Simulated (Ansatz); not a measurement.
TiO2, one structure, two calculations

Cell: an entry of the Crystallography Open Database (COD), ions relaxed with PBE at fixed cell.

```cif
data_structure
_symmetry_space_group_name_H-M 'P 1'
_symmetry_Int_Tables_number 1
_cell_length_a 4.5940
_cell_length_b 4.5940
_cell_length_c 2.9590
_cell_angle_alpha 90.000
_cell_angle_beta 90.000
_cell_angle_gamma 90.000
_cell_volume 62.45
loop_
_atom_site_label
_atom_site_type_symbol
_atom_site_fract_x
_atom_site_fract_y
_atom_site_fract_z
_atom_site_occupancy
Ti1 Ti 0.00000 0.00000 0.00000 1
Ti2 Ti 0.50000 0.50000 0.50000 1
O3 O 0.30428 0.30428 0.00000 1
O4 O 0.19572 0.80428 0.50000 1
O5 O 0.69572 0.69572 0.00000 1
O6 O 0.80428 0.19572 0.50000 1
```

Atoms are numbered from 1 in the order listed; like atoms form one site, named after its first atom.

First run. Method: Kohn–Sham DFT in Ansatz, PBE, plane waves and PAW, scalar-relativistic, 420 eV cutoff, Γ-centred 7×7×10 k-points, Fermi–Dirac smearing 0.02 eV.

| site | atom | V_zz (10²¹ V/m²) | η |
| --- | --- | --- | --- |
| Ti | 1 | -2.01 | 0.10 |
| O | 3 | 2.40 | 1.00 |

Second run. The same atoms and settings, except that the functional is r2SCAN and the cutoff is 500 eV.

**Question.** What does the second run give?

**Answer.** 

| site | atom | V_zz | η | change of V_zz |
| --- | --- | --- | --- | --- |
| Ti | 1 | -2.07 | 0.11 | -0.06 |
| O | 3 | -2.66 | 0.88 | – |

The largest change of V_zz along a kept axis is on Ti, from -2.01 to -2.07. The whole tensor moves most on O, by 0.27 along its most changed direction. In per cent, |V_zz| changes by +3 on Ti (all sites that start above 0.5, bar those whose gradient vanishes or changes sign or whose main axis turns by over 40°). On O the largest principal value lies along another axis in the second run, so the two V_zz can't be compared directly.

For the first run: At this cell the principal stresses reach 5 GPa in size with PBE, which can matter for small gradients.
